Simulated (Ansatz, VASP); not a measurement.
# One calculation of Nb, two programs

The input INCAR:

```
PREC = Accurate ; ENCUT = 520
EDIFF = 1E-6 ; ISMEAR = 0
SIGMA = 0.1 ; LREAL = False
LASPH = True ; NELM = 60
ALGO = Normal ; ISIF = 2
LWAVE = False ; LCHARG = False
GGA = PS ; NBANDS = 12
```

KPOINTS

```
Automatic mesh
0
Gamma
  18 18 18
```

Contents of POSCAR:

```
Nb
1.0
   -1.6524235181      1.6524235181      1.6524235181
    1.6524235181     -1.6524235181      1.6524235181
    1.6524235181      1.6524235181     -1.6524235181
Nb
1
Direct
    0.0000000000      0.0000000000      0.0000000000
```

Input for Ansatz:

```yaml
crystal:
  lattice:
    - [-1.6524235183, 1.6524235183, 1.6524235183]
    - [1.6524235183, -1.6524235183, 1.6524235183]
    - [1.6524235183, 1.6524235183, -1.6524235183]
  atoms:
    - { symbol: Nb, position: [0.0, 0.0, 0.0] }
basis:
  ecutwfc: 420
kpoints:
  mp_grid: { grid: [18, 18, 18] }
hamiltonian:
  xc: pbesol
scf:
  occupations: { method: gaussian, width: 0.1 }
output:
  forces: true
  stress: true
  eigenvalues: true
```

Alike in both runs: task single point; functional PBEsol; k mesh 18 × 18 × 18; occupations gaussian, width 0.1 eV; no spin polarisation.

```csv
,VASP,Ansatz
version,VASP 6.6.1,Ansatz 0.2.0
potentials or method,"VASP PAW PBE potentials, release 64 (Nb_sv)","scalar-relativistic, plane waves, PAW"
plane-wave cutoff (eV),520,420
valence electrons in the cell,13,13
```

```tsv
	VASP	Ansatz	Ansatz less VASP
gap on the k mesh at the Fermi level (eV)	none	none	-
pressure (GPa)	-5.3	-5.0	+0.29
```

A gap of «none» marks a metal or a gap that the smearing closes.

Caveats: the PAW data sets were made with another functional, which shifts forces and pressure a little (VASP).
